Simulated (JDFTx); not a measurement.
The system is MoS2.

```
Mo S
1.0
     1.58000    0.91221    6.15000
    -1.58000    0.91221    6.15000
     0.00000   -1.82443    6.15000
Mo S
1 2
Direct
  0.00000 0.00000 0.00000
  0.41700 0.41700 0.41700
  0.25000 0.25000 0.25000
```

Measurements of this composition are mostly on another form, of space group No. 194.

Base run:

| Item | Value |
| --- | --- |
| Program | JDFTx 1.7.0 (patched build) |
| Functional | PBE |
| Potentials or basis | PseudoDojo-SR-PBE-0.5-standard with smoothed tails |
| Cutoff | 1088 eV |
| Density cutoff | 8708 eV |
| k mesh | 6 × 6 × 6 |
| Occupations | fermi-dirac, width 0.05 eV |
| Spin | no spin polarisation |
| Hubbard terms | Mo d U = 2 eV |

Its results: band gap on the k mesh 0.95 eV, indirect (least direct gap 1.75 eV); pressure 3.1 GPa; largest force 0.309 eV/Å.

Q: After a change of settings the same cell gave: band gap on the k mesh 0.94 eV, indirect (least direct gap 1.73 eV); pressure 4.3 GPa; largest force 0.424 eV/Å. Which change was it?
A. hubbard terms from Mo d U = 2 eV to Mo d U = 8 eV
B. hubbard terms from Mo d U = 2 eV to none; hubbard projectors from atomic pseudo-orbitals, not orthogonalised to none
C. hubbard terms from Mo d U = 2 eV to Mo d U = 1 eV

A: C.

Caveats: the empty levels aren't tightly converged.
